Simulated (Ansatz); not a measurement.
The system is BN.

```xyz
2
Lattice="1.2511 0.7223 3.3729 -1.2511 0.7223 3.3729 0.0000 -1.4447 3.3729" Properties=species:S:1:pos:R:3 pbc="T T T"
N     0.0000    0.0000    6.7517
B     0.0000    0.0000    0.0033
```

The cell is a database's computed one.

Program: Ansatz 0.2.0. Alike in all runs: task band structure; potentials or basis Ansatz PAW; no spin polarisation; cell as given; k mesh 12 × 12 × 12; cutoff (eV) 420; smearing fermi-dirac 0.05 eV.

Task: Order these runs on this cell by their pressure, lowest first.
A. level LDA
B. level revPBE
C. level PBEsol

Result: A (-4.2 GPa), C (0.7 GPa), B (6.5 GPa).

Caveats: the PAW data sets come from PBE, with cores solved anew for the run's functional, which leaves a small shift of forces and pressure.

Runs at the PBE level aren't shown here.
